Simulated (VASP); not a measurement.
Wanted: an ASE script for a VASP 6.6.1 run.

| Quantity | Value |
| --- | --- |
| Task | band structure |
| Functional | PBEsol |
| Dispersion | D3 |
| Potentials or basis | VASP PAW PBE potentials, release 64 (Pb) |
| Cutoff | 600 eV |
| k mesh | 9 × 9 × 9 |
| Occupations | methfessel-paxton, width 0.2 eV |
| Spin | no spin polarisation |
| Further INCAR settings | LREAL = Auto; ALGO = Fast; EDIFF = 1.00e-06; ISYM = 0 |

Pb:

```
CELL_PARAMETERS angstrom
-1.97966 1.97966 1.97966
1.97966 -1.97966 1.97966
1.97966 1.97966 -1.97966
ATOMIC_POSITIONS crystal
Pb 0.00000 0.00000 0.00000
```

This isn't the form of Pb at room conditions, which is fcc.

One way to write it, as run:

run.py

```python
from ase import Atoms
from ase.calculators.vasp import Vasp
from ase.dft.bandgap import bandgap

atoms = Atoms(
    ['Pb'],
    cell=[[-1.9796595667, 1.9796595667, 1.9796595667], [1.9796595667, -1.9796595667, 1.9796595667], [1.9796595667, 1.9796595667, -1.9796595667]],
    scaled_positions=[[0.0, 0.0, 0.0]],
    pbc=True,
)
calc = Vasp(
    directory='calc',
    xc='pbesol',
    pp='PBE',
    setups='minimal',
    prec='Accurate',
    encut=600,
    ediff=1e-06,
    ismear=1,
    sigma=0.2,
    lreal='Auto',
    lasph=True,
    nelm=100,
    algo='Fast',
    isif=2,
    lwave=False,
    lcharg=True,
    ivdw=11,
    kpts=[9, 9, 9],
    gamma=True,
)
atoms.calc = calc

print('energy (eV):', atoms.get_potential_energy())
print('free energy (eV):', atoms.get_potential_energy(force_consistent=True))
efermi = calc.get_fermi_level()
print('Fermi level (eV):', efermi)
path = atoms.cell.bandpath(npoints=60, eps=1e-4)
print('path:', path.path)
calc.set(kpts=path.kpts, reciprocal=True, icharg=11, isym=0, lcharg=False)
calc.calculate(atoms)
print('gap on the path (eV):', bandgap(calc, efermi=efermi)[0])
print('direct gap on the path (eV):', bandgap(calc, efermi=efermi, direct=True)[0])
```

Potentials or basis: VASP PAW PBE potentials, release 64 (Pb).

Run with:

```sh
$ python run.py
```

It gave:

The band gap along the path is none (metal or under the smearing width). The dispersion energy per atom is -0.182 eV.

Caveat: the log is that of the step along the path at fixed density, whose energy, stress, charges and moments have no meaning; spin-orbit coupling is left out, which moves the levels of the heavy elements.

Wall time 23 s on 1 thread of Intel(R) Xeon(R) Platinum 8488C (Sapphire Rapids), with other jobs on the host, peak memory 0.17 GiB.
